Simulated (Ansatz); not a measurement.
**Mo: the order of phases, with spin-orbit coupling, part 1 of 2**

Aim: relax Mo in several structures (bcc, hcp) and rank them by energy, with spin-orbit coupling. The runs shown use PAW and LAPW.

Program: Ansatz 0.2.0. Level of theory: DFT PBE, with the methods named in each step. These are calculated values, not measurements.

## Step 1: The system as given

Symmetry: Im-3m, No. 229, cubic system. Conventional cell: a = 3.163 Å, b = 3.163 Å, c = 3.163 Å, α = 90.00°, β = 90.00°, γ = 90.00°. Around Mo (site symmetry m-3m) lie 8 Mo at 2.74 Å.

Structure file:

```
Mo
1.0
    -1.58139    1.58139    1.58139
     1.58139   -1.58139    1.58139
     1.58139    1.58139   -1.58139
Mo
1
Direct
  0.00000 0.00000 0.00000
```

## Step 2: Bcc relaxed, PAW

Contents of input.yaml:

```yaml
crystal:
  lattice:
    - [-1.5813925127, 1.5813925127, 1.5813925127]
    - [1.5813925127, -1.5813925127, 1.5813925127]
    - [1.5813925127, 1.5813925127, -1.5813925127]
  atoms:
    - { symbol: Mo, position: [0.0, 0.0, 0.0] }
kpoints:
  mp_grid: { grid: [18, 18, 18] }
scf:
  occupations: { method: fermi_dirac, width: 0.05 }
hamiltonian:
  xc: pbe
  pseudopotentials: { kind: paw_fr }
output:
  forces: true
  stress: true
relax:
  f_tol: 0.005
  max_steps: 40
  cell: {}
magnetization:
  noncollinear: true
  spin_orbit: true
```

Run with:

```console
$ ansatz run input.yaml --threads 2 --pin off --max-ram 5120MiB --backend cpu --events-out ev --progress --plain --runs-dir out
```

The log of the run:

```text
Engine: ansatz 0.2.0
Pseudopotentials: kind: paw_fr
Pseudopotential: Mo, paw_fr, valence charge 14, recommended cutoff 420 eV (normal)#standard-fr
Functional definition: PBE
  parameter kappa = 0.804
  parameter beta = 0.06672455060314922
  exchange = pbe_x(kappa = kappa, mu = beta*pi^2/3)
  correlation = pbe_c(beta = beta)
non-collinear run that drives no moment, with spin-orbit: no starting moment large enough to seed its density (crystal.atoms[].spin), no starting occupations that ask for one, no magnetisation constraint and no magnetic field, so the semilocal B_xc is pinned to zero
Crystal: 1 atoms, lattice volume = 15.819 Å³
Basis set: ecut = 420 eV, 321 PW (Γ), exchange–correlation on 40×40×40 points (8 copies of the dense FFT grid, shifted against one another)
Bands: 22, of which v1, the nominal top of the filled ones, is band 14 counted from 1 (13 counted from 0)
Symmetry: 48 space group operations + 48 with time reversal
Magnetic group: BNS 229.141 (UNI 1643), of the structure as read, at distance tolerance 2.5e-5 Å
k-points: 195 of 5832
Projection manifold: j_resolved (fully-relativistic pseudo-atomic orbitals)
Non-local potential: Mo, projectors of the file, l = 0: 3, l = 1: 4, l = 2: 4, l = 3: 2
PAW form: soft (Blöchl's): semilocal exchange-correlation on the pseudo side does not see the compensation charge
PAW one-centre angular grid: Mo, 590 points (default); XC on 64 Gauss nodes
Initial density: superposition of atomic densities (chi_scale 0.1, normalization cell)
Initial wavefunctions: pseudopotential atomic-orbital guess
Functional: x = pbe(κ = 0.804, μ = 0.2195149727645171), c = pbe(β = 0.06672455060314922)
SCF iter   1: F=—  HF=-4957.824269 eV  |F-HF|=—  |Δ(HF+E_count)|=         —  Δρ=1.06e-1  dr2=1.79e0  dr2_m=0.00e0 (ungated)  ethr=3.10e-3  |M|=0.00e0 ∫|m|=0.00e0 μB  |m|>n=0.0e0 m-floor=0.0e0 τ_xc=0.0e0  β_m=0.30  ⟨swp⟩=7.1  Hψ=11620  notcnv=0  defer=20
preconditioner: auto → none  [metal: Δε(μ)=0.006 eV  Ē_g=8.542 eV  σ=0.050 eV  W_gap=0.03  n_scr=0 (ndim 8)  ℏωp=22.9 eV  f_vac=0.000  D(μ)=0.75/eV (n_scr^D=12)]
SCF iter   2: F=—  HF=-4957.308855 eV  |F-HF|=—  |Δ(HF+E_count)|=   5.15e-1  Δρ=5.47e-2  dr2=3.86e-1  dr2_m=0.00e0 (ungated)  ethr=3.10e-3  |M|=0.00e0 ∫|m|=0.00e0 μB  |m|>n=0.0e0 m-floor=0.0e0 τ_xc=0.0e0  β_m=0.42  ⟨swp⟩=2.9  Hψ=4790  notcnv=0  defer=450
SCF iter   3: F=—  HF=-4957.195338 eV  |F-HF|=—  |Δ(HF+E_count)|=   1.14e-1  Δρ=1.61e-2  dr2=1.30e-2  dr2_m=0.00e0 (ungated)  ethr=2.76e-3  |M|=0.00e0 ∫|m|=0.00e0 μB  |m|>n=0.0e0 m-floor=0.0e0 τ_xc=0.0e0  β_m=0.66  ⟨swp⟩=3.0  Hψ=3756  notcnv=0  defer=450
SCF iter   4: F=—  HF=-4957.194057 eV  |F-HF|=—  |Δ(HF+E_count)|=   1.28e-3  Δρ=1.35e-3  dr2=2.64e-4  dr2_m=0.00e0 (ungated)  ethr=9.31e-5  |M|=0.00e0 ∫|m|=0.00e0 μB  |m|>n=0.0e0 m-floor=0.0e0 τ_xc=0.0e0  β_m=0.83  ⟨swp⟩=2.9  Hψ=3701  notcnv=0  defer=422
SCF iter   5: F=—  HF=-4957.193962 eV  |F-HF|=—  |Δ(HF+E_count)|=   9.47e-5  Δρ=9.75e-5  dr2=7.20e-7  dr2_m=0.00e0 (ungated)  ethr=1.89e-6  |M|=0.00e0 ∫|m|=0.00e0 μB  |m|>n=0.0e0 m-floor=0.0e0 τ_xc=0.0e0  β_m=0.89  ⟨swp⟩=2.0  Hψ=3112  notcnv=0  defer=422
SCF iter   6: F=—  HF=-4957.193962 eV  |F-HF|=—  |Δ(HF+E_count)|=   3.13e-8  Δρ=7.03e-6  dr2=5.32e-9  dr2_m=0.00e0 (ungated)  ethr=7.14e-10  |M|=0.00e0 ∫|m|=0.00e0 μB  |m|>n=0.0e0 m-floor=0.0e0 τ_xc=0.0e0  β_m=0.92  ⟨swp⟩=4.0  Hψ=6516  notcnv=0
SCF iter   7: F=-4957.193962 eV  HF=-4957.193962 eV  |F-HF|=9.09e-13  |Δ(HF+E_count)|=   1.22e-9  Δρ=2.83e-7  dr2=4.45e-12  dr2_m=0.00e0 (ungated)  ethr=3.80e-11  |M|=0.00e0 ∫|m|=0.00e0 μB  |m|>n=0.0e0 m-floor=0.0e0 τ_xc=0.0e0  ⟨swp⟩=1.3  Hψ=6123  notcnv=0
SCF 1 converged in 7 iterations: F = -4957.193962 eV  dr2 = 4.45e-12
relax step   1: F+E_penalty+E_count = -4957.19396216 eV  Δ(F+E_penalty+E_count) = +0.000e0 eV  max|allowed force component| = 0.000e0 eV/Å  Δτ_max = 0.0000 Å  P = -0.458 GPa  Ω = 15.819 Å³  (7 SCF iters, dr2 threshold 1.00e-7 eV, accepted)
Crystal: 1 atoms, lattice volume = 15.734 Å³
Projection manifold: j_resolved (fully-relativistic pseudo-atomic orbitals)
Initial density: handed on by an earlier stage of this run
Initial wavefunctions: those handed on with the density
iter 1 solved again at ethr=4.89e-8 eV; its pass at ethr=3.10e-3 eV (dr2=6.84e-6 eV) is discarded
SCF iter   1: F=—  HF=-4957.193859 eV  |F-HF|=—  |Δ(HF+E_count)|=         —  Δρ=3.06e-4  dr2=5.49e-6  dr2_m=0.00e0 (ungated)  ethr=4.89e-8  |M|=0.00e0 ∫|m|=0.00e0 μB  |m|>n=0.0e0 m-floor=0.0e0 τ_xc=0.0e0  β_m=0.30  ⟨swp⟩=3.2  Hψ=12027  notcnv=0
preconditioner: auto → none  [metal: Δε(μ)=0.024 eV  Ē_g=8.275 eV  σ=0.050 eV  W_gap=0.12  n_scr=0 (ndim 8)  ℏωp=22.9 eV  f_vac=0.000  D(μ)=0.56/eV (n_scr^D=0)]
SCF iter   2: F=—  HF=-4957.193861 eV  |F-HF|=—  |Δ(HF+E_count)|=   1.46e-6  Δρ=2.16e-4  dr2=2.56e-6  dr2_m=0.00e0 (ungated)  ethr=3.92e-8  |M|=0.00e0 ∫|m|=0.00e0 μB  |m|>n=0.0e0 m-floor=0.0e0 τ_xc=0.0e0  β_m=0.62  ⟨swp⟩=1.0  Hψ=2145  notcnv=0
SCF iter   3: F=-4957.193862 eV  HF=-4957.193862 eV  |F-HF|=1.24e-8  |Δ(HF+E_count)|=   1.61e-6  Δρ=1.59e-5  dr2=2.58e-8  dr2_m=0.00e0 (ungated)  ethr=7.14e-10  |M|=0.00e0 ∫|m|=0.00e0 μB  |m|>n=0.0e0 m-floor=0.0e0 τ_xc=0.0e0  ⟨swp⟩=3.0  Hψ=7437  notcnv=0
SCF 2 converged in 3 iterations: F = -4957.193862 eV  dr2 = 2.58e-8
relax step   2: F+E_penalty+E_count = -4957.19386238 eV  Δ(F+E_penalty+E_count) = +9.979e-5 eV  max|allowed force component| = 0.000e0 eV/Å  Δτ_max = 0.0000 Å  P = +0.938 GPa  Ω = 15.734 Å³  energy of the carried Pulay correction = +2.484e-5 eV  (3 SCF iters, dr2 threshold 1.00e-7 eV, rejected (line search))
Crystal: 1 atoms, lattice volume = 15.791 Å³
Projection manifold: j_resolved (fully-relativistic pseudo-atomic orbitals)
iter 1 solved again at ethr=2.16e-8 eV; its pass at ethr=3.10e-3 eV (dr2=3.03e-6 eV) is discarded
SCF iter   1: F=—  HF=-4957.194009 eV  |F-HF|=—  |Δ(HF+E_count)|=         —  Δρ=1.99e-4  dr2=2.27e-6  dr2_m=0.00e0 (ungated)  ethr=2.16e-8  |M|=0.00e0 ∫|m|=0.00e0 μB  |m|>n=0.0e0 m-floor=0.0e0 τ_xc=0.0e0  β_m=0.30  ⟨swp⟩=3.2  Hψ=11759  notcnv=0
preconditioner: auto → none  [metal: Δε(μ)=0.029 eV  Ē_g=8.245 eV  σ=0.050 eV  W_gap=0.14  n_scr=0 (ndim 8)  ℏωp=22.9 eV  f_vac=0.000  D(μ)=0.57/eV (n_scr^D=0)]
SCF iter   2: F=—  HF=-4957.194010 eV  |F-HF|=—  |Δ(HF+E_count)|=   1.36e-6  Δρ=1.40e-4  dr2=1.08e-6  dr2_m=0.00e0 (ungated)  ethr=1.62e-8  |M|=0.00e0 ∫|m|=0.00e0 μB  |m|>n=0.0e0 m-floor=0.0e0 τ_xc=0.0e0  β_m=0.63  ⟨swp⟩=1.0  Hψ=2145  notcnv=0
SCF iter   3: F=—  HF=-4957.194011 eV  |F-HF|=—  |Δ(HF+E_count)|=   2.44e-7  Δρ=7.10e-6  dr2=4.59e-9  dr2_m=0.00e0 (ungated)  ethr=7.69e-9  |M|=0.00e0 ∫|m|=0.00e0 μB  |m|>n=0.0e0 m-floor=0.0e0 τ_xc=0.0e0  β_m=0.58  ⟨swp⟩=1.0  Hψ=2190  notcnv=0
SCF iter   4: F=—  HF=-4957.194011 eV  |F-HF|=—  |Δ(HF+E_count)|=   2.29e-9  Δρ=3.49e-6  dr2=4.64e-10  dr2_m=0.00e0 (ungated)  ethr=3.28e-11  |M|=0.00e0 ∫|m|=0.00e0 μB  |m|>n=0.0e0 m-floor=0.0e0 τ_xc=0.0e0  β_m=0.79  ⟨swp⟩=2.0  Hψ=3345  notcnv=0
SCF iter   5: F=—  HF=-4957.194011 eV  |F-HF|=—  |Δ(HF+E_count)|=  9.55e-11  Δρ=4.41e-7  dr2=1.23e-11  dr2_m=0.00e0 (ungated)  ethr=3.31e-12  |M|=0.00e0 ∫|m|=0.00e0 μB  |m|>n=0.0e0 m-floor=0.0e0 τ_xc=0.0e0  β_m=0.79  ⟨swp⟩=2.2  Hψ=3518  notcnv=0
SCF iter   6: F=-4957.194011 eV  HF=-4957.194011 eV  |F-HF|=0.00e0  |Δ(HF+E_count)|=  9.09e-13  Δρ=4.18e-8  dr2=1.32e-13  dr2_m=0.00e0 (ungated)  ethr=1.00e-12  |M|=0.00e0 ∫|m|=0.00e0 μB  |m|>n=0.0e0 m-floor=0.0e0 τ_xc=0.0e0  ⟨swp⟩=4.1  Hψ=7087  notcnv=0
SCF 3 converged in 6 iterations: F = -4957.194011 eV  dr2 = 1.32e-13
relax step   3: F+E_penalty+E_count = -4957.19401055 eV  Δ(F+E_penalty+E_count) = -4.838e-5 eV  max|allowed force component| = 0.000e0 eV/Å  Δτ_max = 0.0000 Å  P = -0.003 GPa  Ω = 15.791 Å³  energy of the carried Pulay correction = +8.167e-6 eV  (6 SCF iters, accepted)
Projection manifold: j_resolved (fully-relativistic pseudo-atomic orbitals)
Initial wavefunctions: pseudopotential atomic-orbital guess (no wavefunctions were taken with the density)
iter 1 solved again at ethr=1.02e-7 eV; its pass at ethr=3.10e-3 eV (dr2=1.43e-5 eV) is discarded
SCF iter   1: F=—  HF=-4957.194001 eV  |F-HF|=—  |Δ(HF+E_count)|=         —  Δρ=4.75e-6  dr2=4.54e-10  dr2_m=0.00e0 (ungated)  ethr=1.02e-7  |M|=0.00e0 ∫|m|=0.00e0 μB  |m|>n=0.0e0 m-floor=0.0e0 τ_xc=0.0e0  β_m=0.30  ⟨swp⟩=3.1  Hψ=16862  notcnv=0
eigensolver tolerance schedule: the retry pair's looser diagonalisation over-reported the residual by 31549.40 of it (diagonalisation noise at an unbounded share of the residual, at the tolerance the schedule requests for it); recorded, not acted on — ethr = c·dr2/N_el stays at c = 1.0e-1
SCF iter   2: F=—  HF=-4957.194001 eV  |F-HF|=—  |Δ(HF+E_count)|=   1.17e-7  Δρ=3.57e-6  dr2=2.98e-10  dr2_m=0.00e0 (ungated)  ethr=3.24e-12  |M|=0.00e0 ∫|m|=0.00e0 μB  |m|>n=0.0e0 m-floor=0.0e0 τ_xc=0.0e0  β_m=0.65  ⟨swp⟩=3.1  Hψ=4215  notcnv=0
SCF iter   3: F=—  HF=-4957.194001 eV  |F-HF|=—  |Δ(HF+E_count)|=  1.60e-10  Δρ=1.12e-6  dr2=1.47e-10  dr2_m=0.00e0 (ungated)  ethr=2.13e-12  |M|=0.00e0 ∫|m|=0.00e0 μB  |m|>n=0.0e0 m-floor=0.0e0 τ_xc=0.0e0  β_m=0.52  ⟨swp⟩=2.0  Hψ=3514  notcnv=0
SCF iter   4: F=—  HF=-4957.194001 eV  |F-HF|=—  |Δ(HF+E_count)|=  3.55e-11  Δρ=6.63e-7  dr2=3.69e-11  dr2_m=0.00e0 (ungated)  ethr=1.05e-12  |M|=0.00e0 ∫|m|=0.00e0 μB  |m|>n=0.0e0 m-floor=0.0e0 τ_xc=0.0e0  β_m=0.54  ⟨swp⟩=2.1  Hψ=2545  notcnv=0
SCF iter   5: F=-4957.194001 eV  HF=-4957.194001 eV  |F-HF|=4.55e-12  |Δ(HF+E_count)|=  9.09e-12  Δρ=3.40e-7  dr2=9.02e-12  dr2_m=0.00e0 (ungated)  ethr=1.00e-12  |M|=0.00e0 ∫|m|=0.00e0 μB  |m|>n=0.0e0 m-floor=0.0e0 τ_xc=0.0e0  ⟨swp⟩=3.2  Hψ=7866  notcnv=0
SCF 4 converged in 5 iterations: F = -4957.194001 eV  dr2 = 9.02e-12
relax step   4: F+E_penalty+E_count = -4957.19400058 eV  Δ(F+E_penalty+E_count) = +9.964e-6 eV  max|allowed force component| = 0.000e0 eV/Å  Δτ_max = 0.0000 Å  P = -0.003 GPa  Ω = 15.791 Å³  stress off target by 2.83e-3 GPa  SCF on the basis re-selected at this cell (its energy is not comparable with the rows above)  (5 SCF iters)
basis re-selected at this cell: Δ(F+E_penalty+E_count) = +9.964e-6 eV, ΔP = +0.000 GPa vs the last step (what re-selecting the basis moved, of the pressure what is left beyond the Pulay correction that the steps carried, after the strain that the cell walked since its last selection, with what the two solves' SCF thresholds leave and, on support functions, any second-order correction that the steps lacked; it is no measure of the basis error at this ecutwfc). This SCF's stress stands 2.83e-3 GPa from its target on what of the cell is left free (relax.cell.stress_tol is 5.00e-2 GPa) and its largest allowed force component is 0.00e0 eV/Å (relax.f_tol is 5.00e-3 eV/Å): within both
SCF converged after 5 iterations
Magnetization: |M| = 0.0000 μB,  M = (+0.0000, +0.0000, +0.0000) μB
Absolute magnetization: 0.0000 μB (∫|m|)
  site 0: m = (+0.0000, +0.0000, +0.0000) μB, |m| = 0.0000 μB  (R = 1.13 Å)
Free energy (F): -4957.194001 eV
Harris-Foulkes:  -4957.194001 eV  (|F-HF|=4.55e-12)
Internal energy: -4957.189167 eV  (E = F + TS)
E sigma→0 (E₀):  -4957.191584 eV
Entropy (-TS):   -0.004833 eV (-4.833 meV/atom)
Fermi energy:    20.874765 eV
--- Per-component energies (eV) ---
  E_band       = -58.371176
  E_kinetic    = 440.564712
  E_local      = -790.901536  (includes V_loc(G=0)·N_el)
  E_nonlocal   = 142.177982
  E_hartree    = 261.261658
  E_xc         = -183.476376
  E_vxc        = -228.996321  (∫ρ·V_xc dr)
  E_paw        = -3202.114502  (= ΣΔE_a)
  E_vpaw       = -143.739452  (= ΣTr[D̂ρ^β])
  E_aug_tail   = 0.000043  (compensation charges beyond the density's cutoff)
  E_ewald      = -1624.701149
  E_smearing   = -0.004833  (= −TS)
  E_closure    = 0.000000  (closes the sum)
  Σ components = -4957.194001   (vs F -4957.194001, Δ=0.00e0)
--- Forces (eV/Å), atoms counted from 1 ---
  atom   1  Mo    -0.00000000     0.00000000     0.00000000
  max |Σ_I F_I| component: 1.72e-32 eV/Å
--- Stress (GPa, compression-positive) ---
       -0.002829       0.000000      -0.000000
        0.000000      -0.002829      -0.000000
       -0.000000       0.000000      -0.002829
  P = ⅓ Tr σ = -0.0028 GPa (-0.028 kbar)
--- Relaxed structure (3 steps of the walk, 2 accepted, 1 SCFs on fresh bases) ---
  F+E_penalty+E_count = -4957.19400058 eV   max|allowed force component| = 0.000e0 eV/Å   (the final SCF, on the basis selected at the relaxed cell)
  cell:  # Å, volume = 15.7911 Å³
    - [-1.5804629080783588, 1.5804629080783588, 1.5804629080783588]
    - [1.5804629080783588, -1.5804629080783588, 1.5804629080783588]
    - [1.5804629080783588, 1.5804629080783588, -1.5804629080783588]
  atoms:
    - { symbol: Mo, position: [0.0, 0.0, 0.0] }
```

Run time: 13 s. Hardware: 2 threads of Arm Neoverse V2, shared host; peak memory 0.47 GiB.

The steps of the relaxation:

```tsv
step	energy from step 1 (eV/cell)	largest force component (eV/Å)	pressure (GPa)	volume (Å³)
1	0.0000	0.0000	-0.46	15.82
2x	0.0001	0.0000	0.94	15.73
3	0.0000	0.0000	0.00	15.79
4	0.0000	0.0000	0.00	15.79
```

Step 1 is the start. Step 4 repeats the geometry before on a plane-wave basis chosen anew for that cell, so the energy can jump there without any move; the table keeps such jumps. 1 step was tried and not accepted (marked x).

| input's cell | before | after | change |
| --- | --- | --- | --- |
| a (Å) | 2.739 | 2.737 | -0.1 % |
| b (Å) | 2.739 | 2.737 | -0.1 % |
| c (Å) | 2.739 | 2.737 | -0.1 % |
| volume (Å³/atom) | 15.82 | 15.79 | -0.2 % |

## Step 3: Bcc relaxed, LAPW

Contents of input.yaml:

```yaml
crystal:
  lattice:
    - [-1.5804629081, 1.5804629081, 1.5804629081]
    - [1.5804629081, -1.5804629081, 1.5804629081]
    - [1.5804629081, 1.5804629081, -1.5804629081]
  atoms:
    - { symbol: Mo, position: [0.0, 0.0, 0.0] }
kpoints:
  mp_grid: { grid: [18, 18, 18] }
scf:
  occupations: { method: fermi_dirac, width: 0.05 }
hamiltonian:
  xc: pbe
  pseudopotentials: { kind: all_electron, lapw: { basis_error: 0.0005 } }
output:
  forces: true
  stress: true
  eigenvalues: true
  populations: true
relax:
  f_tol: 0.005
  max_steps: 25
  cell: {}
magnetization:
  noncollinear: true
  spin_orbit: true
```

Run with:

```console
$ ansatz run input.yaml --threads 2 --pin off --max-ram 5120MiB --backend cpu --events-out ev --progress --plain --runs-dir out
```

The log of the run, shortened:

```text
[...]
Mo: projections on atomic orbitals take those of the free atom 1s2 2s2 2p6 3s2 3p6 3d10 4s2 4p6 4d5 5s1, of charge +0.00 (hamiltonian.pseudopotentials.projection_atoms)
LAPW: plane waves up to 8.659 Å⁻¹, error target 5.0e-4 eV per atom; Dirac's equation on spinors; Mo in spheres of 1.328 Å, 30 of its electrons in bands
[...]
Pseudopotentials: kind: all_electron
Pseudopotential: Mo, LAPW, valence charge 30, Dirac's equation, gaussian nucleus
[... 1 set-up line as earlier in the session ...]
[...]
non-collinear run that drives no moment, with spin-orbit: no starting moment large enough to seed its density (crystal.atoms[].spin), no starting occupations that ask for one, no magnetisation constraint and no magnetic field, so the semilocal B_xc is pinned to zero
Crystal: 1 atoms, lattice volume = 15.791 Å³
Basis set: ecut = 285.68960537689316 eV, 177 PW (Γ), exchange–correlation at level 2
[...]
Fermi energy:    23.189546 eV
[...]
--- Forces (eV/Å), atoms counted from 1 ---
  atom   1  Mo     0.00000000    -0.00000000    -0.00000000
[...]
--- Stress (GPa, compression-positive) ---
       -0.016911       0.000000      -0.000000
        0.000000      -0.016911       0.000000
       -0.000000       0.000000      -0.016911
  P = ⅓ Tr σ = -0.0169 GPa (-0.169 kbar)
--- Band table (eV; the first three rows and the last of 195) ---
[...]
--- Relaxed structure (1 steps of the walk, 1 accepted, 1 SCFs on fresh bases) ---
  F+E_penalty+E_count = -110193.78836071 eV   max|allowed force component| = 0.000e0 eV/Å   (the final SCF, on the basis selected at the relaxed cell)
  cell:  # Å, volume = 15.7911 Å³
    - [-1.5804629081, 1.5804629081, 1.5804629081]
    - [1.5804629081, -1.5804629081, 1.5804629081]
    - [1.5804629081, 1.5804629081, -1.5804629081]
  atoms:
    - { symbol: Mo, position: [0.0, 0.0, 0.0] }
--- Löwdin populations: 1 site ---
  site symbol       q [e]
     0     Mo     41.9244
  spilling = 0.001800 (of n_electrons = 42.000000)
```

Run time: 2.7 min. Hardware: 2 threads of Arm Neoverse V2, shared host; peak memory 0.77 GiB.

Relaxation path:

```tsv
step	energy from step 1 (eV/cell)	largest force component (eV/Å)	pressure (GPa)	volume (Å³)
1	0.0000	0.0000	-0.02	15.79
2	0.0000	0.0000	-0.02	15.79
```

Step 1 is the start. Step 2 repeats the geometry before on a plane-wave basis chosen anew for that cell, so the energy can jump there without any move; the table keeps such jumps.

| input's cell | before | after | change |
| --- | --- | --- | --- |
| a (Å) | 2.737 | 2.737 | +0.0 % |
| b (Å) | 2.737 | 2.737 | +0.0 % |
| c (Å) | 2.737 | 2.737 | +0.0 % |
| volume (Å³/atom) | 15.79 | 15.79 | +0.0 % |

In short: pressure -0.02 GPa; no gap.

## Step 4: Hcp relaxed, PAW

Contents of input.yaml:

```yaml
crystal:
  lattice:
    - [2.8252342238, 0.0, 0.0]
    - [-1.4126171119, 2.4467246095, 0.0]
    - [0.0, 0.0, 4.5768794426]
  atoms:
    - { symbol: Mo, position: [0.3333333333, 0.6666666667, 0.25] }
    - { symbol: Mo, position: [0.6666666667, 0.3333333333, 0.75] }
kpoints:
  mp_grid: { grid: [17, 17, 9] }
scf:
  occupations: { method: fermi_dirac, width: 0.05 }
hamiltonian:
  xc: pbe
  pseudopotentials: { kind: paw_fr }
output:
  forces: true
  stress: true
relax:
  f_tol: 0.005
  max_steps: 40
  cell: {}
magnetization:
  noncollinear: true
  spin_orbit: true
```

Run with:

```console
$ ansatz run input.yaml --threads 2 --pin off --max-ram 5120MiB --backend cpu --events-out ev --progress --plain --runs-dir out
```

The log of the run, shortened:

```text
[...]
[... 3 set-up lines as earlier in the session ...]
[...]
non-collinear run that drives no moment, with spin-orbit: no starting moment large enough to seed its density (crystal.atoms[].spin), no starting occupations that ask for one, no magnetisation constraint and no magnetic field, so the semilocal B_xc is pinned to zero
Crystal: 2 atoms, lattice volume = 31.638 Å³
Basis set: ecut = 420 eV, 615 PW (Γ), exchange–correlation on 40×40×64 points (8 copies of the dense FFT grid, shifted against one another)
Bands: 36, of which v1, the nominal top of the filled ones, is band 28 counted from 1 (27 counted from 0)
Symmetry: 24 space group operations + 24 with time reversal
Magnetic group: BNS 194.264 (UNI 1494), of the structure as read, at distance tolerance 3.2e-5 Å
[...]
relax step   3: F+E_penalty+E_count = -9913.48146942 eV  Δ(F+E_penalty+E_count) = -1.767e-2 eV  max|allowed force component| = 2.255e-17 eV/Å  Δτ_max = 0.0000 Å  P = -3.487 GPa  Ω = 32.575 Å³  energy of the carried Pulay correction = -2.398e-4 eV  (5 SCF iters, dr2 threshold 2.00e-7 eV, accepted)
[...]
relax step   4: F+E_penalty+E_count = -9913.51669938 eV  Δ(F+E_penalty+E_count) = -3.523e-2 eV  max|allowed force component| = 2.660e-17 eV/Å  Δτ_max = 0.0000 Å  P = +1.756 GPa  Ω = 32.098 Å³  energy of the carried Pulay correction = -1.147e-4 eV  (5 SCF iters, dr2 threshold 2.00e-7 eV, accepted)
[...]
Projection manifold: j_resolved (fully-relativistic pseudo-atomic orbitals)
[...]
SCF iter   1: F=—  HF=-9913.522834 eV  |F-HF|=—  |Δ(HF+E_count)|=         —  Δρ=5.52e-3  dr2=6.56e-3  dr2_m=0.00e0 (ungated)  ethr=2.14e-5  |M|=0.00e0 ∫|m|=0.00e0 μB  |m|>n=0.0e0 m-floor=0.0e0 τ_xc=0.0e0  β_m=0.30  ⟨swp⟩=2.1  Hψ=14382  notcnv=0
[...]
spin=Noncollinear: Kerker preconditioning applied to the charge; magnetization (m_x, m_y, m_z) channels mix plain (no charge-response kernel on spin).
```

(Continued in part 2 of 2.)
